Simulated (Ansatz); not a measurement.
# TiCl2F: the cost of one run

Program: Ansatz 0.2.0. Level of theory: DFT PBE, scalar-relativistic, plane waves, PAW, unless a step names another level. These are calculated values, not measurements.

4 further runs of the same task are left out: 3 that didn't finish, 1 set aside as unsound or not needed.

**1. The starting structure**

Symmetry: Immm, No. 71, orthorhombic system. The conventional cell has a = 3.437 Å, b = 3.935 Å, c = 13.989 Å, α = 90.00°, β = 90.00°, γ = 90.00°. Ti (site symmetry mmm) is surrounded by 2 F at 1.97 Å and 4 Cl at 2.43 Å. Cl (site symmetry mm2) is surrounded by 2 Ti at 2.43 Å. Around F (site symmetry mmm) lie 2 Ti at 1.97 Å.

Coordinates:

```xyz
4
Lattice="-1.7185 1.9673 6.9943 1.7185 -1.9673 6.9943 1.7185 1.9673 -6.9943" Properties=species:S:1:pos:R:3 pbc="T T T"
Ti    0.0000    0.0000    0.0000
Cl    0.0000    1.9673    5.2780
Cl    1.7185    0.0000    1.7163
F     0.0000    1.9673    0.0000
```

It came out lowest among 21 distinct ends of the trial cells. At a tolerance of 0.05 Å it has space group Immm (No. 71). Site moments: 0.7 0.0 0.0 0.0 μB.

**2. Tight relaxation for the response runs, on the response runs' mesh and smearing**

The input, input.yaml:

```yaml
crystal:
  lattice:
    - [-1.718471442, 1.9673240605, 6.9943240038]
    - [1.718471442, -1.9673240605, 6.9943240038]
    - [1.718471442, 1.9673240605, -6.9943240038]
  atoms:
    - { symbol: Ti, position: [0.0, 0.0, 0.0], spin: 0.73 }
    - { symbol: Cl, position: [0.8773064993, 0.3773064993, 0.5] }
    - { symbol: Cl, position: [0.1226935007, 0.6226935007, 0.5] }
    - { symbol: F, position: [0.5, 0.0, 0.5] }
basis:
  ecutwfc: 420
kpoints:
  mp_grid: { grid: [14, 14, 14] }
hamiltonian:
  xc: pbe
scf:
  occupations: { method: gaussian, width: 0.1 }
output:
  forces: true
  stress: true
  eigenvalues: true
  populations: true
magnetization:
  spin_polarized: true
relax:
  adjacent_minimum: "off"
  f_tol: 0.001
  max_steps: 60
  cell: { stress_tol: 0.01 }
```

Started as:

```sh
> ansatz run input.yaml --threads 3 --pin off --max-ram 7680MiB --backend cpu --events-out ev --progress --plain --runs-dir out
```

Q: Estimate wall time and peak memory on 3 threads of Intel Xeon 6975P-C (Granite Rapids), shared host.

About 2.4 min, with a peak of 1.4 GiB.
